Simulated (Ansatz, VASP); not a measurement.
## RbBr in VASP and in Ansatz

Contents of INCAR:

```
SYSTEM = RbBr
PREC     = Accurate       ! precision mode
ENCUT    = 520            ! plane-wave cutoff, eV
EDIFF    = 1E-7           ! SCF threshold, eV
ISMEAR   = 0              ! smearing method
SIGMA    = 0.01           ! smearing width, eV
LREAL    = .False.        ! projectors in reciprocal space
LASPH    = .True.         ! aspherical terms in the spheres
NELM     = 80             ! most SCF steps
ALGO     = Normal         ! electronic algorithm
ISIF     = 2              ! what is computed and relaxed
LWAVE    = .False.        ! write WAVECAR
LCHARG   = .False.        ! write CHGCAR
NBANDS   = 15             ! bands
```

Contents of KPOINTS:

```
Automatic mesh
0
Gamma
  4 4 4
  0 0 0
```

Contents of POSCAR:

```
RbBr
1.0
    4.1260770000      0.0000000000      0.0000000000
    0.0000000000      4.1260770000      0.0000000000
    0.0000000000      0.0000000000      4.1260770000
Rb Br
1 1
Direct
    0.0000000000      0.0000000000      0.0000000000
    0.5000000000      0.5000000000      0.5000000000
```

Input for Ansatz:

```yaml
crystal:
  lattice:
    - [4.126077, 0.0, 0.0]
    - [0.0, 4.126077, 0.0]
    - [0.0, 0.0, 4.126077]
  atoms:
    - { symbol: Rb, position: [0.0, 0.0, 0.0] }
    - { symbol: Br, position: [0.5, 0.5, 0.5] }
basis:
  ecutwfc: 462.593566181796
kpoints:
  mp_grid:
    grid: [4, 4, 4]
hamiltonian:
  xc: lda
  pseudopotentials:
    kind: paw
scf:
  occupations:
    method: fixed
gw:
  n_empty_bands: 80
  ecut_chi: 150.0
  qp_bands: [v2, c2]
```

The cell comes from a database or a generator and needn't be the stable form of this composition.

Alike in both runs: task single point; functional LDA; k mesh 4 × 4 × 4; no spin polarisation.

|  | VASP | Ansatz |
| --- | --- | --- |
| version | VASP 6.6.1 | Ansatz 0.2.0 |
| potentials or method | VASP PAW LDA potentials, release 64 (Rb_sv, Br) | plane waves, PAW |
| plane-wave cutoff (eV) | 520 | 463 |
| occupations | gaussian, width 0.01 eV | fixed |
| valence electrons in the cell | 16 | 16 |

```csv
,VASP,Ansatz,Ansatz less VASP
gap on the k mesh at the Fermi level (eV),3.69,3.67,-0.014
```

A k mesh can miss the band edges. A hybrid or GW would open this gap; LDA tends to underestimate it.
